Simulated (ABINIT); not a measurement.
## CsSnBr3: single point with PBE

**What was measured.**

“Influence of hidden halogen mobility on local structure of CsSn(Cl1−xBrx)3 mixed-halide perovskites by solid-state NMR”, 2020, pmc:8179406 reports, for a powder of CsSnBr3 at 300 K: band gap 1.79 eV (optical).

The system is CsSnBr3.

```
CELL_PARAMETERS angstrom
5.83901 0.00000 0.00000
0.00000 5.83901 0.00000
0.00000 0.00000 5.83901
ATOMIC_POSITIONS crystal
Cs 0.00000 0.00000 0.00000
Sn 0.50000 0.50000 0.50000
Br 0.00000 0.50000 0.50000
Br 0.50000 0.50000 0.00000
Br 0.50000 0.00000 0.50000
```

The cell is a database's computed one.

```json
{
 "Program": "ABINIT 10.8.3 (patched build)",
 "Task": "single point",
 "Functional": "PBE",
 "Potentials or basis": "JTH PAW PBE v2.0",
 "Cutoff": "544 eV",
 "k mesh": "6 × 6 × 6",
 "Occupations": "fermi-dirac, width 0.05 eV",
 "Spin": "no spin polarisation",
 "Fine-grid cutoff": "1088.46 eV",
 "Exchange and correlation inside the PAW spheres": "full angular mesh (pawxcdev 0, this build's default; the released program takes 1)"
}
```

The band gap on the k mesh is 0.50 eV, direct. The valence electrons inside the program's atomic spheres are Cs 5.34; Sn 11.75; Br 4.94.

Levels at points of the mesh, in eV from the valence-band top:
| k point | band 19 | band 20 | band 21 | band 22 | band 23 | band 24 | band 25 | band 26 |
| --- | --- | --- | --- | --- | --- | --- | --- | --- |
| (0.00, 0.00, 0.00) | -3.00 | -2.87 | -2.87 | -2.87 | 2.24 | 3.29 | 3.29 | 3.94 |
| (0.50, 0.00, 0.00) | -3.14 | -2.99 | -2.99 | -1.99 | 1.49 | 3.68 | 4.32 | 4.33 |
| (0.50, 0.50, 0.00) | -3.26 | -3.26 | -2.52 | -0.97 | 1.03 | 1.03 | 3.93 | 4.39 |
| (0.50, 0.50, 0.50) | -2.50 | -2.50 | -2.50 | 0.00 | 0.50 | 0.50 | 0.50 | 3.73 |

Wall time 2.1 min on 1 thread of Arm Neoverse V1, on a shared host, peak memory 0.24 GiB.

Measured gap of CsSnBr3: 1.79 eV (optical; 300 K; powder; “Influence of hidden halogen mobility on local structure of CsSn(Cl1−xBrx)3 mixed-halide perovskites by solid-state NMR”, 2020, pmc:8179406). This calculation gives 0.50 eV (-1.29 eV). So large a miss can be the level of theory's own, or it may mean another phase, state or a wrong row. Spin-orbit coupling on Br, Cs, Sn is left out. The value is that of PBE on a finite k mesh, which can miss the band edges, without temperature or zero-point motion. Semilocal functionals fall short of measured gaps as a rule. The cell is a database's relaxed one, not the measured one, which moves gaps too.

Caveat: spin-orbit coupling is left out, which moves the levels of the heavy elements.
